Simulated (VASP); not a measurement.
# Sb (P1) in VASP: a series of runs, part 2 of 2

VASP 6.6.1.

## Step 4: Single point, LDA

Contents of INCAR:

```
SYSTEM = Sb
ALGO = Normal
EDIFF = 1E-7
ENCUT = 520
ISIF = 2
ISMEAR = -1
LASPH = .True.
LCHARG = .False.
LREAL = .False.
LWAVE = .False.
NBANDS = 18
NELM = 100
PREC = Accurate
SIGMA = 0.08
```

Contents of KPOINTS:

```
k-points
0
Gamma
  3 3 6
  0 0 0
```

Contents of POSCAR:

```
Sb
1.0
    6.3200000000      0.0000000000      0.0000000000
    0.0000000000      6.3200000000      0.0000000000
    0.0000000000      0.0000000000      3.1600000000
Sb
4
Direct
   -0.0020197785     -0.0118571203      0.0137424051
   -0.0088088608      0.5019311709      0.0089145570
    0.5134068038      0.0014204114     -0.0213702532
    0.4974218354      0.5085055380     -0.0012867089
```

Potentials or basis: VASP PAW LDA potentials, release 64 (Sb).

Started as:

```console
cat potpaw_LDA.64/Sb/POTCAR > POTCAR
mpirun -np 1 vasp_std > vasp.out
```

OUTCAR:

```text
SYSTEM = Sb
   EDIFF = 1E-7
   ENCUT = 520
   ISIF = 2
   ISMEAR = -1
   LASPH = .True.
   LREAL = .False.
   NELM = 100
   PREC = Accurate

 ion  position               nearest neighbor table
   1  0.998  0.988  0.014-   3 3.07   2 3.07   2 3.25   3 3.26
   2  0.991  0.502  0.009-   1 3.07   4 3.12   4 3.20   1 3.25
   3  0.513  0.001  0.979-   1 3.07   4 3.12   4 3.21   1 3.26
   4  0.497  0.509  0.999-   3 3.12   2 3.12   2 3.20   3 3.21

  LATTYP: Found a simple tetragonal cell.
 ALAT       =     6.3200000000
 C/A-ratio  =     0.5000000000

  Lattice vectors:

 A1 = (   6.3200000000,   0.0000000000,   0.0000000000)
 A2 = (   0.0000000000,   6.3200000000,   0.0000000000)
 A3 = (   0.0000000000,   0.0000000000,   3.1600000000)

Analysis of symmetry for initial positions (statically):
=====================================================================
 Subroutine PRICEL returns:
 Original cell was already a primitive cell.

 Routine SETGRP: Setting up the symmetry group for a
 simple tetragonal supercell.

 Subroutine GETGRP returns: Found  1 space group operations
 (whereof  1 operations were pure point group operations)
 out of a pool of 16 trial point group operations.

The static configuration has the point symmetry C_1 .

Analysis of symmetry for dynamics (positions and initial velocities):
=====================================================================
 Subroutine PRICEL returns:
 Original cell was already a primitive cell.

 Routine SETGRP: Setting up the symmetry group for a
 simple tetragonal supercell.

 Subroutine GETGRP returns: Found  1 space group operations
 (whereof  1 operations were pure point group operations)
 out of a pool of 16 trial point group operations.

The dynamic configuration has the point symmetry C_1 .

 Subroutine INISYM returns: Found  1 space group operations
 (whereof  1 operations are pure point group operations),
 and found     1 'primitive' translations

----------------------------------------------------------------------------------------

                                     Primitive cell

  volume of cell :     126.2180

  direct lattice vectors                    reciprocal lattice vectors
     6.320000000  0.000000000  0.000000000     0.158227848  0.000000000  0.000000000
     0.000000000  6.320000000  0.000000000     0.000000000  0.158227848  0.000000000
     0.000000000  0.000000000  3.160000000     0.000000000  0.000000000  0.316455696

  length of vectors
     6.320000000  6.320000000  3.160000000     0.158227848  0.158227848  0.316455696

  position of ions in fractional coordinates (direct lattice)
     0.997980222  0.988142880  0.013742405
     0.991191139  0.501931171  0.008914557
     0.513406804  0.001420411  0.978629747
     0.497421835  0.508505538  0.998713291

  ion indices of the primitive-cell ions
   primitive index   ion index
                 1           1
                 2           2
                 3           3
                 4           4

----------------------------------------------------------------------------------------

 KPOINTS: k-points

Automatic generation of k-mesh.
 Grid dimensions read from file:
 generate k-points for:    3    3    6

 Generating k-lattice:

  Cartesian coordinates                     Fractional coordinates (reciprocal lattice)
     0.052742616  0.000000000  0.000000000     0.333333333  0.000000000  0.000000000
     0.000000000  0.052742616  0.000000000     0.000000000  0.333333333  0.000000000
     0.000000000  0.000000000  0.052742616     0.000000000  0.000000000  0.166666667

  Length of vectors
     0.052742616  0.052742616  0.052742616

  Shift w.r.t. Gamma in fractional coordinates (k-lattice)
     0.000000000  0.000000000  0.000000000

 Subroutine IBZKPT returns following result:
 ===========================================

 Found     28 irreducible k-points:

 Following reciprocal coordinates:
            Coordinates               Weight
  0.000000  0.000000  0.000000      1.000000
  0.333333  0.000000  0.000000      2.000000
  0.000000  0.333333  0.000000      2.000000
  0.333333  0.333333  0.000000      2.000000
 -0.333333  0.333333  0.000000      2.000000
  0.000000  0.000000  0.166667      2.000000
[... 16 lines left out ...]
  0.333333 -0.333333  0.333333      2.000000
  0.000000  0.000000  0.500000      1.000000
 [... further k-points ...]
   k-points           NKPTS =     28   k-points in BZ     NKDIM =     28   number of bands    NBANDS=     18
   number of dos      NEDOS =    301   number of ions     NIONS =      4
   total plane-waves  NPLWV =  55296
   dimension x,y,z NGX =    48 NGY =   48 NGZ =   24
   dimension x,y,z NGXF=    96 NGYF=   96 NGZF=   48
   ions per type =               4
   NGX,Y,Z   is equivalent  to a cutoff of  12.63, 12.63, 12.63 a.u.
   NGXF,Y,Z  is equivalent  to a cutoff of  25.25, 25.25, 25.25 a.u.
 SYSTEM =  Sb
   PREC   = accura    normal or accurate (medium, high low for compatibility)
   ISTART =      0    job   : 0-new  1-cont  2-samecut
   ICHARG =      2    charge: 1-file 2-atom 10-const
   ISPIN  =      1    spin polarized calculation?
   LNONCOLLINEAR =      F non collinear calculations
   LSORBIT =      F    spin-orbit coupling
   LASPH  =      T    aspherical Exc in radial PAW
   ENCUT  =  520.0 eV  38.22 Ry    6.18 a.u.  11.75 11.75  5.88*2*pi/ulx,y,z
   NELM   =    100;   NELMIN=  2; NELMDL= -5     # of ELM steps
   EDIFF  = 0.1E-06   stopping-criterion for ELM
   LREAL  =      F    real-space projection
   EDIFFG = 0.1E-05   stopping-criterion for IOM
   NSW    =      0    number of steps for IOM
   IBRION =     -1    ionic relax: 0-MD 1-quasi-New 2-CG
   NFREE  =      0    steps in history (QN), initial steepest desc. (CG)
   ISIF   =      2    stress and relaxation
   ISYM   =      2    0-nonsym 1-usesym 2-fastsym
   POTIM  = 0.5000    time-step for ionic-motion
   TEBEG  =    0.0;   TEEND  =   0.0 temperature during run
   PSTRESS=    0.0 pullay stress
   NELECT =      20.0000    total number of electrons
   NUPDOWN=      -1.0000    fix difference up-down
   EMIN   =  10.00;   EMAX   =-10.00  energy-range for DOS
   EFERMI =   0.00;   METHOD = LEGACY
   ISMEAR =    -1;   SIGMA  =   0.08  broadening in eV -4-tet -1-fermi 0-gaus
   EFERMI_NEDOS =   21; number of points for ismear=-14 and -15
   IALGO  =     38    algorithm
   IMIX   =      4    mixing-type and parameters
     AMIX     =   0.40;   BMIX     =  1.00
     AMIX_MAG =   1.60;   BMIX_MAG =  1.00
  volume/ion in A,a.u.               =      31.55       212.94
  Fermi-wavevector in a.u.,A,eV,Ry     =   0.885886  1.674081 10.677766  0.784794
  Thomas-Fermi vector in A             =   2.006979
   LORBIT       =      0    0 simple, 1 ext, 2 COOP (PROOUT), +10 PAW based schemes
   GGA     = CA    functional components
   LHFCALC =     F    Hartree Fock is set to
   AEXX    =    0.0000 exact exchange contribution
   IVDW    =     0    specifies the selected vdW correction
   LEPSILON=     F    determine dielectric tensor
   LRPA    =     F    only Hartree local field effects (RPA)
 non-spin polarized calculation
  energy-cutoff  :      520.00
  volume of cell :      126.22
 maximum number of plane-waves:      3436
   NGX = 23   NGY = 23   NGZ = 11

 number of electron      20.0000001 magnetization

 Free energy of the ion-electron system (eV)
  ---------------------------------------------------
  ext. energy  EPLUGINS =         0.00000000
  ---------------------------------------------------
  free energy    TOTEN  =       -19.04942073 eV

  energy without entropy =      -18.99573048  energy(sigma->0) =      -19.02257560

 E-fermi :   6.5142     XC(G=0):  -9.5609

 val. band max:        6.4267433328   @ k =   0.3333   0.0000   0.3333
 cond. band min:       6.5917499822   @ k =   0.3333   0.0000   0.1667
 fundamental gap:      0.1650066494
 Fermi energy:         6.5142237914

 k-point     1 :       0.0000    0.0000    0.0000
  band No.  band energies     occupation
      1      -5.6958      2.00000
      2      -3.4764      2.00000
      3      -3.4733      2.00000
      4      -1.1531      2.00000
      5       1.1257      2.00000
      6       1.1324      2.00000
[... 481 lines left out ...]
      5       1.3880      2.00000
      6       3.0243      2.00000
[... 10 lines left out ...]
     17      11.2213      0.00000
     18      11.3229      0.00000

 [... further k-points ...]

------------------------ aborting loop because EDIFF is reached ----------------------------------------

  FORCE on cell =-STRESS in cart. coord.  units (eV):
  Direction    XX          YY          ZZ          XY          YZ          ZX
  --------------------------------------------------------------------------------------
  -------------------------------------------------------------------------------------
  Total       -3.6486996     -3.6702931     -3.7719481      0.0075333      0.0107341     -0.0354992
  in kB      -46.3156170    -46.5897186    -47.8801003      0.0956258      0.1362559     -0.4506173
  external PRESSURE =     -46.9284786 kB  Pullay stress =       0.0000000 kB

 VOLUME and BASIS-vectors are now :
 -----------------------------------------------------------------------------
  energy-cutoff  :      520.00
  volume of cell :      126.22
      direct lattice vectors                 reciprocal lattice vectors
     6.320000000  0.000000000  0.000000000     0.158227848  0.000000000  0.000000000
     0.000000000  6.320000000  0.000000000     0.000000000  0.158227848  0.000000000
     0.000000000  0.000000000  3.160000000     0.000000000  0.000000000  0.316455696

 POSITION                                       TOTAL-FORCE (eV/Angst)
 -----------------------------------------------------------------------------------
      6.30723      6.24506      0.04343         0.073508      0.129155     -0.055798
      6.26433      3.17221      0.02817         0.127362     -0.072082     -0.010626
      3.24473      0.00898      3.09247        -0.139377      0.063167      0.078632
      3.14371      3.21376      3.15593        -0.061493     -0.120239     -0.012208
 -----------------------------------------------------------------------------------
    total drift:                                0.000006      0.000007      0.000022

  FREE ENERGIE OF THE ION-ELECTRON SYSTEM (eV)
  ---------------------------------------------------
  free  energy   TOTEN  =       -19.0494207266 eV

  energy  without entropy=      -18.9957304783  energy(sigma->0) =      -19.02257560
```

stdout:

```text
POSCAR found type information on POSCAR Sb
 POSCAR found :  1 types and       4 ions
 scaLAPACK will be used
 LDA part: xc-table for (Slater(with rela. corr.)+CA(PZ))
 , standard interpolation
 POSCAR, INCAR and KPOINTS ok, starting setup
 FFT: planning ... GRIDC
 FFT: planning ... GRID_SOFT
 FFT: planning ... GRID
 WAVECAR not read
 entering main loop
```

Wall time 49 s (1 thread of Intel Xeon Platinum 8375C at 2.90GHz (Ice Lake), shared host); peak memory 0.2 GiB.

What came out:

```
Free energy            : -19.0494 eV
Pressure               : -4.7 GPa
Largest force          : 0.172 eV/Å
Band gap on the k mesh : none (metal or under the smearing width)
```

Forces on the atoms (eV/Å):
```
Sb   0.074  0.129 -0.056
Sb   0.127 -0.072 -0.011
Sb  -0.139  0.063  0.079
Sb  -0.061 -0.120 -0.012
```
